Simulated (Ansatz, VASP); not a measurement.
**InAs in VASP and in Ansatz**

Contents of INCAR:

```
SYSTEM = InAs
ALGO = Normal
EDIFF = 1E-6
EDIFFG = -0.005
ENCUT = 600
GGA = PE
IBRION = 2
ISIF = 3
ISMEAR = 0
LASPH = .True.
LCHARG = .False.
LREAL = .False.
LWAVE = .False.
NELM = 100
NSW = 100
PREC = Accurate
SIGMA = 0.1
```

KPOINTS

```
k-points
0
Gamma
  12 12 12
  0 0 0
```

POSCAR

```
InAs
1.0
    0.0000000000      3.0536208132      3.0536208132
    3.0536208132      0.0000000000      3.0536208132
    3.0536208132      3.0536208132      0.0000000000
In As
1 1
Direct
    0.0000000000      0.0000000000      0.0000000000
    0.2500000000      0.2500000000      0.2500000000
```

Input for Ansatz:

```yaml
crystal:
  lattice:
    - [0.0, 3.0536208132, 3.0536208132]
    - [3.0536208132, 0.0, 3.0536208132]
    - [3.0536208132, 3.0536208132, 0.0]
  atoms:
    - { symbol: In, position: [0.0, 0.0, 0.0] }
    - { symbol: As, position: [0.25, 0.25, 0.25] }
basis:
  ecutwfc: 420
kpoints:
  mp_grid: { grid: [12, 12, 12] }
hamiltonian:
  xc: pbe
scf:
  occupations: { method: gaussian, width: 0.1 }
output:
  forces: true
  stress: true
  eigenvalues: true
relax:
  adjacent_minimum: "off"
  f_tol: 0.005
  max_steps: 80
  cell: { stress_tol: 0.05 }
```

Alike in both runs: task relaxation of cell and atoms; functional PBE; k mesh 12 × 12 × 12; occupations gaussian, width 0.1 eV; no spin polarisation.

|  | VASP | Ansatz |
| --- | --- | --- |
| version | VASP 6.6.1 | Ansatz 0.2.0 |
| potentials or method | VASP PAW PBE potentials, release 64 (In_d, As) | scalar-relativistic, plane waves, PAW |
| plane-wave cutoff (eV) | 600 | 420 |
| valence electrons in the cell | 18 | 28 |

|  | VASP | Ansatz | Ansatz less VASP |
| --- | --- | --- | --- |
| gap on the k mesh at the Fermi level, each at its own relaxed structure (eV) | none | none | - |
| relaxed volume (Å³/atom) | 29.63 | 29.62 | -0.003 |
| relaxed cell length with the largest relative difference (Å) | 4.376 | 4.376 | -0.0001 |
| energy change over the relaxation (meV/atom) | -7 | -7 | +0.5 |

A gap of «none» marks a metal or a gap that the smearing closes. The two sets of potentials don't hold the same shells in valence.

PBE usually gives volumes a little too large and moduli too small. Zero-point motion and thermal expansion aren't in these numbers.
